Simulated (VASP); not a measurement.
# CdTe (F-43m) in VASP: a series of runs

One crystal, CdTe, is run at these levels: LDA; tasks: relaxation of cell and atoms.

Program: VASP 6.6.1. These are calculated values, not measurements. Logs are shortened: lines on timing, memory, paths and dates and some standing lists are left out, and cuts for length are marked.

**1. The crystal as given**

It takes space group F-43m (No. 216, cubic). The conventional cell has a = 6.410 Å, b = 6.410 Å, c = 6.410 Å, α = 90.00°, β = 90.00°, γ = 90.00°. Cd (site symmetry -43m) has 4 Te at 2.78 Å as nearest neighbours. Around Te (site symmetry -43m) lie 4 Cd at 2.78 Å.

**2. Relaxation of cell and atoms, LDA**

INCAR

```
ALGO = Fast
EDIFF = 1E-7
EDIFFG = -0.002
ENCUT = 520
IBRION = 2
ISIF = 3
ISMEAR = 0
LASPH = T
LCHARG = F
LREAL = F
LWAVE = F
NELM = 80
NSW = 80
PREC = Accurate
SIGMA = 0.02
```

KPOINTS

```
k-points
0
Gamma
  8 8 8
```

POSCAR

```
CdTe
1.0
    0.0000000000      3.2050000000      3.2050000000
    3.2050000000      0.0000000000      3.2050000000
    3.2050000000      3.2050000000      0.0000000000
Cd Te
1 1
Direct
    0.0000000000      0.0000000000      0.0000000000
    0.2500000000      0.2500000000      0.2500000000
```

Potentials or basis: VASP PAW LDA potentials, release 64 (Cd, Te).

Command:

```console
> cat potpaw_LDA.64/Cd/POTCAR potpaw_LDA.64/Te/POTCAR > POTCAR
> mpirun -np 1 vasp_std > vasp.out
```

OUTCAR:

```text
EDIFF = 1E-7
   EDIFFG = -0.002
   ENCUT = 520
   IBRION = 2
   ISIF = 3
   ISMEAR = 0
   LASPH = T
   LREAL = F
   NELM = 80
   NSW = 80
   PREC = Accurate

 ion  position               nearest neighbor table
   1  0.000  0.000  0.000-   2 2.78   2 2.78   2 2.78   2 2.78
   2  0.250  0.250  0.250-   1 2.78   1 2.78   1 2.78   1 2.78

  LATTYP: Found a face centered cubic cell.
 ALAT       =     6.4100000000

  Lattice vectors:

 A1 = (   0.0000000000,   3.2050000000,   3.2050000000)
 A2 = (   3.2050000000,   0.0000000000,   3.2050000000)
 A3 = (   3.2050000000,   3.2050000000,   0.0000000000)

Analysis of symmetry for initial positions (statically):
=====================================================================
 Subroutine PRICEL returns:
 Original cell was already a primitive cell.

 Routine SETGRP: Setting up the symmetry group for a
 face centered cubic supercell.

 Subroutine GETGRP returns: Found 24 space group operations
 (whereof 24 operations were pure point group operations)
 out of a pool of 48 trial point group operations.

The static configuration has the point symmetry T_d .

Analysis of symmetry for dynamics (positions and initial velocities):
=====================================================================
 Subroutine PRICEL returns:
 Original cell was already a primitive cell.

 Routine SETGRP: Setting up the symmetry group for a
 face centered cubic supercell.

 Subroutine GETGRP returns: Found 24 space group operations
 (whereof 24 operations were pure point group operations)
 out of a pool of 48 trial point group operations.

The dynamic configuration has the point symmetry T_d .

 Subroutine INISYM returns: Found 24 space group operations
 (whereof 24 operations are pure point group operations),
 and found     1 'primitive' translations

----------------------------------------------------------------------------------------

                                     Primitive cell

  volume of cell :      65.8437

  direct lattice vectors                    reciprocal lattice vectors
     0.000000000  3.205000000  3.205000000    -0.156006240  0.156006240  0.156006240
     3.205000000  0.000000000  3.205000000     0.156006240 -0.156006240  0.156006240
     3.205000000  3.205000000  0.000000000     0.156006240  0.156006240 -0.156006240

  length of vectors
     4.532554467  4.532554467  4.532554467     0.270210734  0.270210734  0.270210734

  position of ions in fractional coordinates (direct lattice)
     0.000000000  0.000000000  0.000000000
     0.250000000  0.250000000  0.250000000

  ion indices of the primitive-cell ions
   primitive index   ion index
                 1           1
                 2           2

----------------------------------------------------------------------------------------

 KPOINTS: k-points

Automatic generation of k-mesh.
 Grid dimensions read from file:
 generate k-points for:    8    8    8

 Generating k-lattice:

  Cartesian coordinates                     Fractional coordinates (reciprocal lattice)
    -0.019500780  0.019500780  0.019500780     0.125000000  0.000000000  0.000000000
     0.019500780 -0.019500780  0.019500780     0.000000000  0.125000000  0.000000000
     0.019500780  0.019500780 -0.019500780     0.000000000  0.000000000  0.125000000

  Length of vectors
     0.033776342  0.033776342  0.033776342

  Shift w.r.t. Gamma in fractional coordinates (k-lattice)
     0.000000000  0.000000000  0.000000000

 Subroutine IBZKPT returns following result:
 ===========================================

 Found     29 irreducible k-points:

 Following reciprocal coordinates:
            Coordinates               Weight
  0.000000  0.000000  0.000000      1.000000
  0.125000  0.000000  0.000000      8.000000
  0.250000  0.000000  0.000000      8.000000
  0.375000  0.000000  0.000000      8.000000
  0.500000  0.000000  0.000000      4.000000
  0.125000  0.125000  0.000000      6.000000
[... 16 lines left out ...]
  0.500000  0.250000  0.125000     48.000000
 -0.375000  0.250000  0.125000     24.000000
 [... further k-points ...]
   k-points           NKPTS =     29   k-points in BZ     NKDIM =     29   number of bands    NBANDS=     13
   number of dos      NEDOS =    301   number of ions     NIONS =      2
   total plane-waves  NPLWV =  46656
   dimension x,y,z NGX =    36 NGY =   36 NGZ =   36
   dimension x,y,z NGXF=    72 NGYF=   72 NGZF=   72
   ions per type =               1   1
   NGX,Y,Z   is equivalent  to a cutoff of  13.20, 13.20, 13.20 a.u.
   NGXF,Y,Z  is equivalent  to a cutoff of  26.41, 26.41, 26.41 a.u.
 SYSTEM =  unknown system
   PREC   = accura    normal or accurate (medium, high low for compatibility)
   ISTART =      0    job   : 0-new  1-cont  2-samecut
   ICHARG =      2    charge: 1-file 2-atom 10-const
   ISPIN  =      1    spin polarized calculation?
   LNONCOLLINEAR =      F non collinear calculations
   LSORBIT =      F    spin-orbit coupling
   LASPH  =      T    aspherical Exc in radial PAW
   ENCUT  =  520.0 eV  38.22 Ry    6.18 a.u.   8.43  8.43  8.43*2*pi/ulx,y,z
   NELM   =     80;   NELMIN=  2; NELMDL= -5     # of ELM steps
   EDIFF  = 0.1E-06   stopping-criterion for ELM
   LREAL  =      F    real-space projection
   EDIFFG = -.2E-02   stopping-criterion for IOM
   NSW    =     80    number of steps for IOM
   IBRION =      2    ionic relax: 0-MD 1-quasi-New 2-CG
   NFREE  =      1    steps in history (QN), initial steepest desc. (CG)
   ISIF   =      3    stress and relaxation
   ISYM   =      2    0-nonsym 1-usesym 2-fastsym
   POTIM  = 0.5000    time-step for ionic-motion
   TEBEG  =    0.0;   TEEND  =   0.0 temperature during run
   PSTRESS=    0.0 pullay stress
   NELECT =      18.0000    total number of electrons
   NUPDOWN=      -1.0000    fix difference up-down
   EMIN   =  10.00;   EMAX   =-10.00  energy-range for DOS
   EFERMI =   0.00;   METHOD = LEGACY
   ISMEAR =     0;   SIGMA  =   0.02  broadening in eV -4-tet -1-fermi 0-gaus
   EFERMI_NEDOS =   21; number of points for ismear=-14 and -15
   IALGO  =     68    algorithm
   IMIX   =      4    mixing-type and parameters
     AMIX     =   0.40;   BMIX     =  1.00
     AMIX_MAG =   1.60;   BMIX_MAG =  1.00
  volume/ion in A,a.u.               =      32.92       222.17
  Fermi-wavevector in a.u.,A,eV,Ry     =   1.062497  2.007828 15.359610  1.128899
  Thomas-Fermi vector in A             =   2.197950
   LORBIT       =      0    0 simple, 1 ext, 2 COOP (PROOUT), +10 PAW based schemes
   GGA     = CA    functional components
   LHFCALC =     F    Hartree Fock is set to
   AEXX    =    0.0000 exact exchange contribution
   IVDW    =     0    specifies the selected vdW correction
   LEPSILON=     F    determine dielectric tensor
   LRPA    =     F    only Hartree local field effects (RPA)
 conjugate gradient relaxation of ions
 non-spin polarized calculation
 RMM-DIIS sequential band-by-band and
 Gauss-broadening in eV      SIGMA  =   0.02
  energy-cutoff  :      520.00
  volume of cell :       65.84
 maximum number of plane-waves:      1807
 NGX is ok and might be reduce to    36
   NGX = 17   NGY = 17   NGZ = 17

--------------------------------------- Ionic step        1  -------------------------------------------

 number of electron      17.9999995 magnetization

 Free energy of the ion-electron system (eV)
  ---------------------------------------------------
  ext. energy  EPLUGINS =         0.00000000
  ---------------------------------------------------
  free energy    TOTEN  =        -6.05092072 eV

  energy without entropy =       -6.05092072  energy(sigma->0) =       -6.05092072

------------------------ aborting loop because EDIFF is reached ----------------------------------------

  FORCE on cell =-STRESS in cart. coord.  units (eV):
  Direction    XX          YY          ZZ          XY          YZ          ZX
  --------------------------------------------------------------------------------------
  -------------------------------------------------------------------------------------
  Total        0.0985089      0.0985089      0.0985089     -0.0000000      0.0000000      0.0000000
  in kB        2.3970221      2.3970221      2.3970221     -0.0000000      0.0000000      0.0000000
  external PRESSURE =       2.3970221 kB  Pullay stress =       0.0000000 kB
[... 201 lines left out ...]
  energy  without entropy=       -6.0511809816  energy(sigma->0) =       -6.05118098

--------------------------------------- Ionic step        7  -------------------------------------------

 number of electron      17.9999994 magnetization

 Free energy of the ion-electron system (eV)
  ---------------------------------------------------
  ext. energy  EPLUGINS =         0.00000000
  ---------------------------------------------------
  free energy    TOTEN  =        -6.05118133 eV

  energy without entropy =       -6.05118133  energy(sigma->0) =       -6.05118133

 E-fermi :   2.5611     XC(G=0):  -9.0671

 val. band max:        2.4158391473   @ k =   0.0000   0.0000   0.0000
 cond. band min:       3.0528254855   @ k =   0.0000   0.0000   0.0000
 fundamental gap:      0.6369863382
 Fermi energy:         2.5611212332

 k-point     1 :       0.0000    0.0000    0.0000
  band No.  band energies     occupation
      1      -8.9877      2.00000
      2      -5.9765      2.00000
      3      -5.9765      2.00000
      4      -5.9765      2.00000
      5      -5.6912      2.00000
      6      -5.6912      2.00000
      7       2.4158      2.00000
      8       2.4158      2.00000
      9       2.4158      2.00000
     10       3.0528      0.00000
     11       6.8975      0.00000
     12       6.8975      0.00000
     13       6.8975      0.00000
[... 353 lines left out ...]
 k-point    24 :      -0.3750    0.2500    0.1250
  band No.  band energies     occupation
      1      -8.4913      2.00000
      2      -5.8808      2.00000
      3      -5.8664      2.00000
      4      -5.7099      2.00000
      5      -5.6861      2.00000
      6      -5.2214      2.00000
      7      -2.0404      2.00000
      8       0.2100      2.00000
      9       1.0585      2.00000
     10       5.5902      0.00000
     11       6.8513      0.00000
     12       8.3301      0.00000
     13       9.5336      0.00000

 [... further k-points ...]
[... 5 lines left out ...]
  --------------------------------------------------------------------------------------
  -------------------------------------------------------------------------------------
  Total        0.0031077      0.0031077      0.0031077     -0.0000000     -0.0000000     -0.0000000
  in kB        0.0752242      0.0752242      0.0752242     -0.0000000     -0.0000000     -0.0000000
  external PRESSURE =       0.0752242 kB  Pullay stress =       0.0000000 kB
[... 17 lines left out ...]
  FREE ENERGIE OF THE ION-ELECTRON SYSTEM (eV)
  ---------------------------------------------------
  free  energy   TOTEN  =        -6.0511813321 eV

  energy  without entropy=       -6.0511813321  energy(sigma->0) =       -6.05118133

 reached required accuracy - stopping structural energy minimisation
```

It took 70 s on 1 thread of Intel Xeon Platinum 8488C (Sapphire Rapids), shared host; peak memory 0.19 GiB.

What came out:

| Property | Result |
| --- | --- |
| Free energy | -6.0512 eV |
| Relaxed volume | 33.10 Å³/atom |
| Relaxed cell | a = 4.540 Å, b = 4.540 Å, c = 4.540 Å, α = 60.00°, β = 60.00°, γ = 60.00° |
| Space group after relaxing (to 0.05 Å) | F-43m (No. 216) |
| Energy gained by relaxing | 0.1 meV/atom |
| Ionic steps | 7 |
| Pressure after relaxing | 0.0 GPa |
| Band gap on the k mesh | 0.64 eV, direct |

The path:
```tsv
step	energy change (eV)	largest force (eV/Å)	pressure (GPa)	volume (Å³)
1	0.0000	0.0000	0.24	65.84
2	-0.0002	0.0000	-0.08	66.31
3	-0.0003	0.0000	0.01	66.19
4	-0.0003	0.0000	-0.02	66.21
5	-0.0003	0.0000	-0.01	66.20
6	-0.0003	0.0000	0.02	66.18
7	-0.0003	0.0000	0.01	66.19
```

Final structure:
```yaml
crystal:
  lattice:
    - [0.00000, 3.21061, 3.21061]
    - [3.21061, 0.00000, 3.21061]
    - [3.21061, 3.21061, 0.00000]
  atoms:
    - { symbol: Cd, position: [0.00000, 0.00000, 0.00000] }
    - { symbol: Te, position: [0.25000, 0.25000, 0.25000] }
```

Caveat: spin-orbit coupling is left out, which moves the levels of the heavy elements.

**3. Relaxation of cell and atoms, LDA**

This run uses another cell than the first one, of 33.10 Å³/atom, 1.005 times its volume.

INCAR is that of step 2.

KPOINTS is that of step 2.

POSCAR

```
CdTe                                    
1.0
   -0.0000000000      3.2106110370      3.2106110370
    3.2106110370      0.0000000000      3.2106110370
    3.2106110370      3.2106110370      0.0000000000
  Cd              Te            
     1     1
Direct
     0.0000000000000000    0.0000000000000000    0.0000000000000000
     0.2500000000000000    0.2500000000000000    0.2500000000000000
```

Potentials or basis: VASP PAW LDA potentials, release 64 (Cd, Te).

Command:

```console
> cat potpaw_LDA.64/Cd/POTCAR potpaw_LDA.64/Te/POTCAR > POTCAR
> mpirun -np 1 vasp_std > vasp.out
```

It took 16 s on 1 thread of Intel Xeon Platinum 8488C (Sapphire Rapids), shared host; peak memory 0.18 GiB.

It converged, with:

```
Free energy             : -6.0512 eV
Pressure after relaxing : 0.0 GPa
Band gap on the k mesh  : 0.64 eV, direct
```

Final structure:
```cif
data_structure
_symmetry_space_group_name_H-M 'P 1'
_symmetry_Int_Tables_number 1
_cell_length_a 4.5405
_cell_length_b 4.5405
_cell_length_c 4.5405
_cell_angle_alpha 60.000
_cell_angle_beta 60.000
_cell_angle_gamma 60.000
_cell_volume 66.19
loop_
_atom_site_label
_atom_site_type_symbol
_atom_site_fract_x
_atom_site_fract_y
_atom_site_fract_z
_atom_site_occupancy
Cd1 Cd 0.00000 0.00000 0.00000 1
Te1 Te 0.25000 0.25000 0.25000 1
```

Levels at points of the mesh, in eV from the valence-band top:
| k point | band 5 | band 6 | band 7 | band 8 | band 9 | band 10 | band 11 | band 12 | band 13 |
| --- | --- | --- | --- | --- | --- | --- | --- | --- | --- |
| (0.00, 0.00, 0.00) | -8.11 | -8.11 | 0.00 | 0.00 | 0.00 | 0.64 | 4.48 | 4.48 | 4.48 |
| (0.50, 0.00, 0.00) | -8.10 | -7.74 | -4.66 | -0.83 | -0.83 | 1.69 | 5.08 | 5.08 | 6.88 |
| (0.50, 0.50, 0.00) | -8.07 | -7.59 | -4.52 | -1.99 | -1.99 | 2.38 | 2.54 | 8.79 | 9.13 |

Caveat: the relaxation stopped at its first step, so nothing moved; spin-orbit coupling is left out, which moves the levels of the heavy elements.
